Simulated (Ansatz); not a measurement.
TiCo:

```xyz
2
Lattice="2.9861 0.0000 0.0000 0.0000 2.9861 0.0000 0.0000 0.0000 2.9861" Properties=species:S:1:pos:R:3 pbc="T T T"
Co    1.4931    1.4931    1.4931
Ti    0.0000    0.0000    0.0000
```

The cell comes from a database or a generator and needn't be the stable form of this composition.

Program: Ansatz 0.2.0. Alike in all runs: task projected density of states; potentials or basis Ansatz PAW; spin collinear, ferromagnetic start; cell as given; k mesh 5 × 5 × 5; smearing fermi-dirac 0.05 eV; the mesh is coarse, so values aren't converged. Hardware: 2 threads of Intel(R) Xeon(R) 6975P-C (Granite Rapids), on a shared host.

Problem. Order these runs on this cell by their wall time, lowest first.
A. level RPBE; cutoff (eV) 420
B. level PBE0; cutoff (eV) 420
C. level r2SCAN; cutoff (eV) 500

Solution. A (1.1 s), C (2.5 s), B (26 s).

Caveats: all runs use coarse meshes; the density of states is complete only up to the lowest level of the last band computed; the magnetic or orbital state may not be the lowest (some runs); the starting moments weren't kept (some runs).

Runs at the PBE level aren't shown here.
